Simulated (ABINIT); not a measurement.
Here is an ABINIT 10.8.3 (patched build) calculation.

File run.abi:

```
# Pseudopotentials
pp_dirpath "./"
pseudos "W.GGA_PBE-JTH.xml"

# Structure
acell 5.4251269187 5.4251269187 46.0642821902
rprim
     1.0000000000     0.0000000000     0.0000000000
    -0.5000000000     0.8660254038     0.0000000000
     0.0000000000     0.0000000000     1.0000000000
ntypat 1
znucl 74
natom 5
typat 1 1 1 1 1
xred
     0.6666666667     0.3333333333     0.3076775597
     0.3333333333     0.6666666667     0.4038387799
     0.0000000000     0.0000000000     0.5000000000
     0.6666666667     0.3333333333     0.5961612201
     0.3333333333     0.6666666667     0.6923224403
chkprim 0
chksymtnons 0
tolsym 1.0e-6

# Plane-wave basis
ecut 16.0
pawecutdg 32.0
pawxcdev 0

# k points
kptopt 1
ngkpt 11 11 1
nshiftk 1
shiftk 0.0 0.0 0.0

# Exchange and correlation
ixc 11

# Bands and occupations
nband 42
occopt 3
tsmear 0.00183747

# SCF cycle
nstep 120
tolvrs 1.0e-9

# Output
iomode 3
prtwf 0
prteig 0
prtebands 0
enunit 2
prtvol 2
prtden 1
prtvha 1
prtvclmb 1
prtpot 1
```

Potentials or basis: JTH PAW PBE v2.0.

The run is started by

```console
$ mpirun --bind-to none -np 4 abinit run.abi > log 2>&1
```

Problem. Estimate the work function.

Solution. 4.98 eV.

Problem. Estimate the band gap on the k mesh.

Solution. None (metal or under the smearing width).

Problem. What does it give for the largest force?

Solution. 0.197 eV/Å.

Forces on the atoms (eV/Å):
```
W    0.000  0.000  0.017
W    0.000  0.000  0.197
W    0.000  0.000  0.000
W    0.000  0.000 -0.197
W    0.000  0.000 -0.017
```

The run has no spin-orbit coupling, so splittings on W are missing.
